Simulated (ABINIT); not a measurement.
The system is Te2Mo.

```xyz
6
Lattice="3.5182 0.0000 0.0000 -1.7591 3.0469 0.0000 0.0000 0.0000 13.9736" Properties=species:S:1:pos:R:3 pbc="T T T"
Te    1.7591    1.0156    5.2960
Te    0.0000    2.0312   12.2828
Te    1.7591    1.0156    1.6908
Te    0.0000    2.0312    8.6776
Mo    1.7591    1.0156   10.4802
Mo    0.0000    2.0312    3.4934
```

| Property | Result |
| --- | --- |
| Program | ABINIT 10.8.3 (patched build) |
| Task | single point |
| Functional | PBE |
| Potentials or basis | JTH PAW PBE v2.0 |
| Cutoff | 408 eV |
| k mesh | 9 × 9 × 2 |
| Occupations | fermi-dirac, width 0.05 eV |
| Spin | no spin polarisation |

On this cell: pressure 3.8 GPa; largest force 0.299 eV/Å; band gap on the k mesh 0.74 eV, indirect (least direct gap 1.04 eV).

The same run follows on a disturbed copy (atoms moved at random, drawn with an rms of 0.05 Å):

```
CELL_PARAMETERS angstrom
3.51820 0.00000 0.00000
-1.75910 3.04685 0.00000
0.00000 0.00000 13.97360
ATOMIC_POSITIONS crystal
Te 0.68221 0.35004 0.37941
Te 0.33262 0.66864 0.88013
Te 0.67577 0.34141 0.12384
Te 0.34483 0.67496 0.62304
Mo 0.65283 0.31865 0.74889
Mo 0.31947 0.65670 0.25247
```

Problem. What changes?

Solution. The energy moves by +22.5 meV/atom; pressure 4.8 GPa; largest force 1.369 eV/Å; band gap on the k mesh 0.71 eV, indirect (least direct gap 1.02 eV).

Forces on the atoms (eV/Å):
```
Te  -0.473 -0.610  0.785
Te  -0.126 -0.353  0.023
Te  -0.378 -0.416 -0.468
Te  -0.349 -0.561 -0.906
Mo   0.471  0.922  0.896
Mo   0.854  1.018 -0.329
```

Stress tensor (GPa, compression positive):
```
4.34 0.16 0.21
0.16 4.16 0.02
0.21 0.02 5.95
```

Caveats: spin-orbit coupling is left out, which moves the levels of the heavy elements; an odd mesh through Γ misses points on the zone boundary, where band edges often lie; this functional lacks dispersion, which binds the layers, so the pressure and a relaxed spacing across them are unreliable (some runs).
